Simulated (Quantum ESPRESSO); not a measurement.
# BeS (F-43m) in Quantum ESPRESSO: reference runs

Reference runs on BeS: the cell as given and a disturbed copy.

Everything below comes from runs of Quantum ESPRESSO 7.5. Logs are shortened: lines on timing, memory, paths and dates and some standing lists are left out, and cuts for length are marked.

### 1 The crystal as given

It takes space group F-43m (No. 216, cubic). Conventional cell: a = 4.850 Å, b = 4.850 Å, c = 4.850 Å, α = 90.00°, β = 90.00°, γ = 90.00°. S (site symmetry -43m) has 4 Be at 2.10 Å as nearest neighbours. Be (site symmetry -43m) is surrounded by 4 S at 2.10 Å.

### 2 Single point, PBE

Contents of pw.in:

```
&CONTROL
  calculation = 'scf'
  prefix = 'pwscf'
  outdir = './tmp'
  pseudo_dir = './pseudo'
  tprnfor = .true.
  tstress = .true.
  disk_io = 'nowf'
/
&SYSTEM
  ibrav = 0
  nat = 2
  ntyp = 2
  ecutwfc = 55
  ecutrho = 440
  nbnd = 10
  occupations = 'smearing'
  smearing = 'fd'
  degauss = 0.00367493
/
&ELECTRONS
  conv_thr = 4d-10
  electron_maxstep = 120
  mixing_beta = 0.5
/
ATOMIC_SPECIES
S     32.0600 s_pbe_v1.4.uspp.F.UPF
Be     9.0122 be_pbe_v1.4.uspp.F.UPF
CELL_PARAMETERS angstrom
   0.0000000000    2.4250000000    2.4250000000
   2.4250000000    0.0000000000    2.4250000000
   2.4250000000    2.4250000000    0.0000000000
ATOMIC_POSITIONS crystal
S      0.7500000000    0.7500000000    0.7500000000
Be     0.0000000000    0.0000000000    0.0000000000
K_POINTS automatic
9 9 9 0 0 0
```

Potentials or basis: SSSP 1.3 efficiency PBE.

On the command line:

```console
$ OMP_NUM_THREADS=1 pw.x -in pw.in > pw.out
```

pw.out:

```text
This program is part of the open-source Quantum ESPRESSO suite
     for quantum simulation of materials; please cite
[... 9 lines left out ...]
     --------------------
     sticks:   dense  smooth     PW     G-vecs:    dense   smooth      PW
     Sum        1285     649    199                30155    10777    1837

     Using Slab Decomposition

     bravais-lattice index     =            0
     lattice parameter (alat)  =       6.4808  a.u.
     unit-cell volume          =     192.4695 (a.u.)^3
     number of atoms/cell      =            2
     number of atomic types    =            2
     number of electrons       =        10.00
     number of Kohn-Sham states=           10
     kinetic-energy cutoff     =      55.0000  Ry
     charge density cutoff     =     440.0000  Ry
     scf convergence threshold =      4.0E-10
     mixing beta               =       0.5000
     number of iterations used =            8  plain     mixing
     Exchange-correlation=  SLA  PW   PBX  PBC
                           (   1   4   3   4   0   0   0)

     celldm(1)=   6.480755  celldm(2)=   0.000000  celldm(3)=   0.000000
     celldm(4)=   0.000000  celldm(5)=   0.000000  celldm(6)=   0.000000

     crystal axes: (cart. coord. in units of alat)
               a(1) = (   0.000000   0.707107   0.707107 )
               a(2) = (   0.707107   0.000000   0.707107 )
               a(3) = (   0.707107   0.707107   0.000000 )

     reciprocal axes: (cart. coord. in units 2 pi/alat)
               b(1) = ( -0.707107  0.707107  0.707107 )
               b(2) = (  0.707107 -0.707107  0.707107 )
               b(3) = (  0.707107  0.707107 -0.707107 )

     PseudoPot. # 1 for S  read from file:
     s_pbe_v1.4.uspp.F.UPF
     Pseudo is Ultrasoft + core correction, Zval =  6.0
     Generated by new atomic code, or converted to UPF format
     Using radial grid of  907 points,  6 beta functions with:
                l(1) =   0
                l(2) =   0
                l(3) =   1
                l(4) =   1
                l(5) =   2
                l(6) =   2
     Q(r) pseudized with  8 coefficients,  rinner =    1.300   1.300   1.300
                                                       1.300   1.300

     PseudoPot. # 2 for Be read from file:
     be_pbe_v1.4.uspp.F.UPF
     Pseudo is Ultrasoft, Zval =  4.0
     Generated by new atomic code, or converted to UPF format
     Using radial grid of  769 points,  6 beta functions with:
                l(1) =   0
                l(2) =   0
                l(3) =   0
                l(4) =   1
                l(5) =   1
                l(6) =   2
     Q(r) pseudized with 10 coefficients,  rinner =    1.000   1.000   1.000
                                                       1.000   1.000

     atomic species   valence    mass     pseudopotential
     S                 6.00    32.06000     S ( 1.00)
     Be                4.00     9.01220     Be( 1.00)

     24 Sym. Ops. (no inversion) found

   Cartesian axes

     site n.     atom                  positions (alat units)
         1        S      tau(   1) = (   1.0606602   1.0606602   1.0606602  )
         2        Be     tau(   2) = (   0.0000000   0.0000000   0.0000000  )

     number of k points=    35  Fermi-Dirac smearing, width (Ry)=  0.0037
                       cart. coord. in units 2pi/alat
        k(    1) = (   0.0000000   0.0000000   0.0000000), wk =   0.0027435
        k(    2) = (   0.0785674   0.0785674  -0.0785674), wk =   0.0219479
        k(    3) = (   0.1571348   0.1571348  -0.1571348), wk =   0.0219479
        k(    4) = (   0.2357023   0.2357023  -0.2357023), wk =   0.0219479
        k(    5) = (   0.3142697   0.3142697  -0.3142697), wk =   0.0219479
        k(    6) = (   0.1571348   0.0000000  -0.0000000), wk =   0.0164609
[... 27 lines left out ...]
        k(   34) = (  -0.0000000  -0.4714045   0.6285394), wk =   0.0658436
        k(   35) = (  -0.0785674  -0.3928371   0.7071068), wk =   0.0658436

     Dense  grid:    30155 G-vectors     FFT dimensions: (  45,  45,  45)

     Smooth grid:    10777 G-vectors     FFT dimensions: (  32,  32,  32)

     Initial potential from superposition of free atoms

     starting charge       9.9998, renormalised to      10.0000
     Starting wfcs are    9 randomized atomic wfcs +    1 random wfcs

     Self-consistent Calculation

     iteration #  1     ecut=    55.00 Ry     beta= 0.50
     Davidson diagonalization with overlap
     ethr =  1.00E-02,  avg # of iterations =  5.9

     Threshold (ethr) on eigenvalues was too large:
     Diagonalizing with lowered threshold

     Davidson diagonalization with overlap
     ethr =  4.34E-04,  avg # of iterations =  2.1

     total energy              =     -52.50033506 Ry
     estimated scf accuracy    <       0.04368004 Ry

     iteration #  2     ecut=    55.00 Ry     beta= 0.50
     Davidson diagonalization with overlap
     ethr =  4.37E-04,  avg # of iterations =  1.0

     total energy              =     -52.50148529 Ry
     estimated scf accuracy    <       0.00648050 Ry

     iteration #  3     ecut=    55.00 Ry     beta= 0.50
     Davidson diagonalization with overlap
     ethr =  6.48E-05,  avg # of iterations =  2.6

     total energy              =     -52.50186938 Ry
     estimated scf accuracy    <       0.00023725 Ry

     iteration #  4     ecut=    55.00 Ry     beta= 0.50
     Davidson diagonalization with overlap
     ethr =  2.37E-06,  avg # of iterations =  6.2

     total energy              =     -52.50190856 Ry
     estimated scf accuracy    <       0.00002024 Ry

     iteration #  5     ecut=    55.00 Ry     beta= 0.50
     Davidson diagonalization with overlap
     ethr =  2.02E-07,  avg # of iterations =  3.1

     total energy              =     -52.50191286 Ry
     estimated scf accuracy    <       0.00000013 Ry

     iteration #  6     ecut=    55.00 Ry     beta= 0.50
     Davidson diagonalization with overlap
     ethr =  1.29E-09,  avg # of iterations =  3.9

     total energy              =     -52.50191306 Ry
     estimated scf accuracy    <       0.00000002 Ry

     iteration #  7     ecut=    55.00 Ry     beta= 0.50
     Davidson diagonalization with overlap
     ethr =  1.76E-10,  avg # of iterations =  2.0

     End of self-consistent calculation

          k = 0.0000 0.0000 0.0000 (  1363 PWs)   bands (ev):

   -93.2898  -8.1800   5.5080   5.5080   5.5080  11.1706  11.1706  11.1706
    11.3989  18.1539

          k = 0.0786 0.0786-0.0786 (  1327 PWs)   bands (ev):

   -93.2898  -8.0395   4.5232   5.3472   5.3472  11.1166  11.4594  11.4594
    12.4506  17.5980

          k = 0.1571 0.1571-0.1571 (  1330 PWs)   bands (ev):

   -93.2898  -7.6442   2.6715   5.0012   5.0012  11.0740  11.9798  11.9798
    14.3259  17.2057

          k = 0.2357 0.2357-0.2357 (  1326 PWs)   bands (ev):

   -93.2898  -7.0957   0.9527   4.6800   4.6800  11.0250  12.1544  12.1544
    15.9080  18.0182

          k = 0.3143 0.3143-0.3143 (  1329 PWs)   bands (ev):

   -93.2898  -6.6431  -0.1232   4.4988   4.4988  10.9900  12.0741  12.0741
    16.6490  19.7245

          k = 0.1571 0.0000-0.0000 (  1323 PWs)   bands (ev):

   -93.2898  -7.9927   4.7186   5.0277   5.0277  10.7885  11.9364  11.9364
    12.3469  16.5701

          k = 0.2357 0.0786-0.0786 (  1334 PWs)   bands (ev):

   -93.2898  -7.6819   3.2471   4.6072   4.8250  10.8515  12.1658  12.6488
    13.4521  16.2351

          k = 0.3143 0.1571-0.1571 (  1326 PWs)   bands (ev):

   -93.2898  -7.1784   1.5354   4.2969   4.4469  11.0848  12.2928  12.9582
    14.2272  17.5840

          k = 0.3928 0.2357-0.2357 (  1327 PWs)   bands (ev):

   -93.2898  -6.6712   0.2569   4.0563   4.1915  11.1698  12.2124  12.7874
    15.6268  18.8222

          k =-0.2357-0.3928 0.3928 (  1333 PWs)   bands (ev):

   -93.2898  -6.4994  -0.1137   3.8063   4.3083  11.3006  12.1763  12.5505
    16.6719  19.1204

          k =-0.1571-0.3143 0.3143 (  1328 PWs)   bands (ev):

   -93.2898  -6.8239   0.6079   3.7740   4.6125  11.4898  12.3051  12.3992
    15.8038  17.3975

          k =-0.0786-0.2357 0.2357 (  1343 PWs)   bands (ev):

   -93.2898  -7.3615   2.0650   4.0004   5.0126  11.5787  12.1127  12.3988
    14.4548  16.3156

          k =-0.0000-0.1571 0.1571 (  1333 PWs)   bands (ev):

   -93.2898  -7.8135   3.6396   4.5634   5.3329  11.4130  11.6071  11.9564
    13.4090  16.5535

          k = 0.3143 0.0000-0.0000 (  1331 PWs)   bands (ev):

   -93.2898  -7.4661   3.1747   4.1166   4.1166  10.1466  12.4545  13.6874
    13.6874  16.2232

          k = 0.3928 0.0786-0.0786 (  1321 PWs)   bands (ev):

   -93.2898  -7.0467   2.0051   3.6937   3.7615  10.1504  12.1737  14.1292
    14.3983  17.8155

          k = 0.4714 0.1571-0.1571 (  1326 PWs)   bands (ev):

   -93.2898  -6.5646   0.8505   3.1096   3.6451  10.3648  13.0363  14.1513
    14.3801  19.5152

          k =-0.1571-0.4714 0.4714 (  1317 PWs)   bands (ev):

   -93.2898  -6.2909   0.2952   2.6126   3.7897  10.6133  13.7525  14.0191
    15.2201  18.3218

          k =-0.0786-0.3928 0.3928 (  1322 PWs)   bands (ev):

   -93.2898  -6.4514   0.6113   2.4249   4.1585  11.0817  13.5829  13.7226
    15.6894  17.2432

          k =-0.0000-0.3143 0.3143 (  1326 PWs)   bands (ev):

   -93.2898  -6.9052   1.4196   2.8277   4.6408  11.6493  12.8893  13.2991
    14.4072  16.1636

          k = 0.4714 0.0000-0.0000 (  1331 PWs)   bands (ev):

   -93.2898  -6.7346   1.6601   3.3438   3.3438   9.3523  11.1274  15.8095
    15.8095  18.4801

          k = 0.5500 0.0786-0.0786 (  1319 PWs)   bands (ev):

   -93.2897  -6.3521   1.0178   2.7587   3.1697   9.3929  11.1913  16.2997
    16.3416  19.9789

          k =-0.0786-0.5500 0.5500 (  1324 PWs)   bands (ev):

   -93.2897  -6.0966   0.7884   1.8539   3.2759   9.7946  12.5467  15.9830
    16.2792  18.6322

          k =-0.0000-0.4714 0.4714 (  1316 PWs)   bands (ev):

   -93.2897  -6.1437   0.9348   1.4121   3.6384  10.3476  14.5502  15.0416
    15.9997  16.6216

          k = 0.6285 0.0000-0.0000 (  1330 PWs)   bands (ev):

   -93.2897  -6.1266   0.6440   2.9235   2.9235   8.7147  10.4921  17.8200
    17.8200  20.6352

          k =-0.0000-0.6285 0.6285 (  1326 PWs)   bands (ev):

   -93.2897  -6.0205   0.5930   2.4168   2.9616   9.0561  10.9076  17.6424
    17.8736  19.7923

          k = 0.3143 0.1571-0.0000 (  1333 PWs)   bands (ev):

   -93.2898  -7.3141   2.3756   3.6768   4.6145  10.9903  12.6242  13.2042
    13.5350  16.6888

          k = 0.3928 0.2357-0.0786 (  1329 PWs)   bands (ev):

   -93.2898  -6.8127   1.1589   3.1499   4.2185  11.4170  12.3788  13.6874
    14.2245  17.6481

          k =-0.2357-0.3928 0.5500 (  1324 PWs)   bands (ev):

   -93.2898  -6.4098   0.2769   3.0014   3.8844  11.5731  12.0318  14.1351
    15.5372  17.8922

          k = 0.4714 0.1571-0.0000 (  1317 PWs)   bands (ev):

   -93.2898  -6.6355   1.3712   2.9226   3.4705  10.2733  11.9027  14.2197
    15.7941  18.6158

          k =-0.1571-0.4714 0.6285 (  1322 PWs)   bands (ev):

   -93.2897  -6.2532   0.8153   2.3201   3.1610  10.7290  12.7677  13.9863
    16.3383  18.1970

          k =-0.0786-0.3928 0.5500 (  1320 PWs)   bands (ev):

   -93.2897  -6.1435   0.6985   1.8980   3.2823  11.1295  13.2258  14.9399
    15.7969  16.6648

          k =-0.0000-0.3143 0.4714 (  1327 PWs)   bands (ev):

   -93.2898  -6.3929   0.9374   2.1025   3.7223  11.7013  12.5688  14.0264
    15.7411  17.2872

          k =-0.0786-0.5500 0.7071 (  1321 PWs)   bands (ev):

   -93.2897  -6.0918   0.7723   2.5185   2.6659   9.7007  11.3176  16.1110
    17.5178  19.4089

          k =-0.0000-0.4714 0.6285 (  1324 PWs)   bands (ev):

   -93.2897  -6.0064   0.9591   1.6714   2.7907  10.4377  12.6143  15.4871
    16.0504  18.6880

          k =-0.0786-0.3928 0.7071 (  1327 PWs)   bands (ev):

   -93.2897  -6.0290   1.0787   1.7367   2.4887  11.7667  13.0581  13.8486
    15.4434  18.5540

     the Fermi energy is     6.7696 ev

!    total energy              =     -52.50191306 Ry
     estimated scf accuracy    <          2.6E-10 Ry
     smearing contrib. (-TS)   =      -0.00000000 Ry
     internal energy E=F+TS    =     -52.50191306 Ry

     The total energy is F=E-TS. E is the sum of the following terms:
     one-electron contribution =     -16.69380419 Ry
     hartree contribution      =       7.98638791 Ry
     xc contribution           =     -13.58166900 Ry
     ewald contribution        =     -30.21282779 Ry

     convergence has been achieved in   7 iterations

     Forces acting on atoms (cartesian axes, Ry/au):

     atom    1 type  1   force =     0.00000000    0.00000000    0.00000000
     atom    2 type  2   force =     0.00000000    0.00000000    0.00000000

     Total force =     0.000000     Total SCF correction =     0.000000

     Computing stress (Cartesian axis) and pressure

          total   stress  (Ry/bohr**3)                   (kbar)     P=       16.32
   0.00011094  -0.00000000  -0.00000000           16.32       -0.00       -0.00
  -0.00000000   0.00011094  -0.00000000           -0.00       16.32       -0.00
  -0.00000000  -0.00000000   0.00011094           -0.00       -0.00       16.32

=------------------------------------------------------------------------------=
   JOB DONE.
=------------------------------------------------------------------------------=
```

It took 9.9 s on 1 thread of Arm Neoverse V1, shared host; peak memory 0.14 GiB.

What came out:

```
Free energy            : -714.3249 eV
Pressure               : 1.6 GPa
Band gap on the k mesh : 3.21 eV, indirect (least direct gap 5.66 eV)
```

Levels at points of the mesh, in eV from the valence-band top:
```
           k point  band 2  band 3  band 4  band 5  band 6  band 7  band 8  band 9  band 10
(0.00, 0.00, 0.00)  -13.69    0.00    0.00    0.00    5.66    5.66    5.66    5.89    12.65
```

Caveat: an odd mesh through Γ misses points on the zone boundary, where band edges often lie.

### 3 Single point, PBE (atoms moved at random, drawn with an rms of 0.05 Å)

pw.in, as its differences from that of step 2:

```diff
@@ -33,4 +33,4 @@
 ATOMIC_POSITIONS crystal
-S      0.7500000000    0.7500000000    0.7500000000
-Be     0.0000000000    0.0000000000    0.0000000000
+S      0.7546250000    0.7595160000    0.7327580000
+Be    -0.0024890000   -0.0094740000    0.0016710000
 K_POINTS automatic
```

Potentials or basis: SSSP 1.3 efficiency PBE.

On the command line:

```console
$ OMP_NUM_THREADS=1 pw.x -in pw.in > pw.out
```

Wall time 63 s (1 thread of Arm Neoverse V1, shared host); peak memory 0.21 GiB.

Results (log left out):

* Free energy: -714.3045 eV
* Pressure: 1.9 GPa
* Largest force: 0.591 eV/Å
* Band gap on the k mesh: 2.97 eV, indirect (least direct gap 5.36 eV)

Forces in eV/Å, atoms in the order of the input:
```
S    0.054  0.244 -0.536
Be  -0.054 -0.244  0.536
```

Stress tensor (GPa, compression positive):
```
 1.96  1.63 -0.74
 1.63  1.92 -0.20
-0.74 -0.20  1.79
```

Levels at points of the mesh, in eV from the valence-band top:
```tsv
k point	band 2	band 3	band 4	band 5	band 6	band 7	band 8	band 9
(0.00, 0.00, 0.00)	-13.91	-0.47	-0.21	0.00	5.36	5.42	5.55	5.69
```

Caveat: an odd mesh through Γ misses points on the zone boundary, where band edges often lie.
